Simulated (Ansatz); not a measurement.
# Li7Nb8O24: the cost of one run

Program: Ansatz 0.2.0. Level of theory: DFT PBEsol, plane waves, PAW, scalar-relativistic, no spin polarisation. These are calculated values, not measurements.

## Step 1: The structure to begin with

The cell holds 39 atoms (Li7Nb8O24): a = 7.609 Å, b = 7.609 Å, c = 7.609 Å, α = 86.28°, β = 86.28°, γ = 86.28°.

Its coordinates follow in the input file.

## Step 2: Run 1

400 steps of 1 fs under a Langevin thermostat at 900 K.

File input.yaml:

```yaml
accuracy: low
crystal:
  lattice:
    - [-5.202813, -3.003845, 4.669129]
    - [5.202813, -3.003845, 4.669129]
    - [0.0, 6.007691, 4.669129]
  atoms:
    - { symbol: Li, position: [0.2804, 0.2804, 0.2804] }
    - { symbol: Li, position: [0.7804, 0.7804, 0.7804] }
    - { symbol: Nb, position: [4.5e-05, 4.5e-05, 4.5e-05] }
    - { symbol: Nb, position: [0.500045, 0.500045, 0.500045] }
    - { symbol: O, position: [0.5399, 0.41644, 0.23536] }
    - { symbol: O, position: [0.23536, 0.5399, 0.41644] }
    - { symbol: O, position: [0.41644, 0.23536, 0.5399] }
    - { symbol: O, position: [0.73536, 0.41644, 0.5399] }
    - { symbol: O, position: [0.41644, 0.5399, 0.73536] }
    - { symbol: O, position: [0.5399, 0.73536, 0.41644] }
    - { symbol: Li, position: [0.7804, 0.7804, 0.2804] }
    - { symbol: Li, position: [0.2804, 0.2804, 0.7804] }
    - { symbol: Nb, position: [0.500045, 0.500045, 4.5e-05] }
    - { symbol: Nb, position: [4.5e-05, 4.5e-05, 0.500045] }
    - { symbol: O, position: [0.0399, 0.91644, 0.23536] }
    - { symbol: O, position: [0.73536, 0.0399, 0.41644] }
    - { symbol: O, position: [0.91644, 0.73536, 0.5399] }
    - { symbol: O, position: [0.23536, 0.91644, 0.5399] }
    - { symbol: O, position: [0.91644, 0.0399, 0.73536] }
    - { symbol: O, position: [0.0399, 0.23536, 0.41644] }
    - { symbol: Li, position: [0.2804, 0.7804, 0.2804] }
    - { symbol: Nb, position: [0.500045, 4.5e-05, 0.500045] }
    - { symbol: Nb, position: [4.5e-05, 0.500045, 4.5e-05] }
    - { symbol: O, position: [0.0399, 0.41644, 0.73536] }
    - { symbol: O, position: [0.73536, 0.5399, 0.91644] }
    - { symbol: O, position: [0.91644, 0.23536, 0.0399] }
    - { symbol: O, position: [0.23536, 0.41644, 0.0399] }
    - { symbol: O, position: [0.91644, 0.5399, 0.23536] }
    - { symbol: O, position: [0.0399, 0.73536, 0.91644] }
    - { symbol: Li, position: [0.2804, 0.7804, 0.7804] }
    - { symbol: Li, position: [0.7804, 0.2804, 0.2804] }
    - { symbol: Nb, position: [4.5e-05, 0.500045, 0.500045] }
    - { symbol: Nb, position: [0.500045, 4.5e-05, 4.5e-05] }
    - { symbol: O, position: [0.5399, 0.91644, 0.73536] }
    - { symbol: O, position: [0.23536, 0.0399, 0.91644] }
    - { symbol: O, position: [0.41644, 0.73536, 0.0399] }
    - { symbol: O, position: [0.73536, 0.91644, 0.0399] }
    - { symbol: O, position: [0.41644, 0.0399, 0.23536] }
    - { symbol: O, position: [0.5399, 0.23536, 0.91644] }
total_charge: -1
basis:
  ecutwfc: 420.0
kpoints:
  mp_grid: { grid: [2, 2, 2] }
hamiltonian:
  xc: pbesol
scf:
  occupations: { method: fermi_dirac, width: 0.05 }
  lower_state_search: "off"
md:
  timestep: 1
  n_steps: 400
  ensemble: nvt_langevin
  temperature: 900.0
  initial_velocities: maxwell_boltzmann
  seed: 696934
  friction: 0.02
```

The run is started by

```bash
$ ansatz run input.yaml --threads 4 --pin off --max-ram 10240MiB --backend cpu --events-out ev --progress --plain --runs-dir out
```

Q: Estimate wall time and peak memory on 4 threads of AMD EPYC 9R45 (Zen 5), shared host.

About 16 min, with a peak of 2.3 GiB.
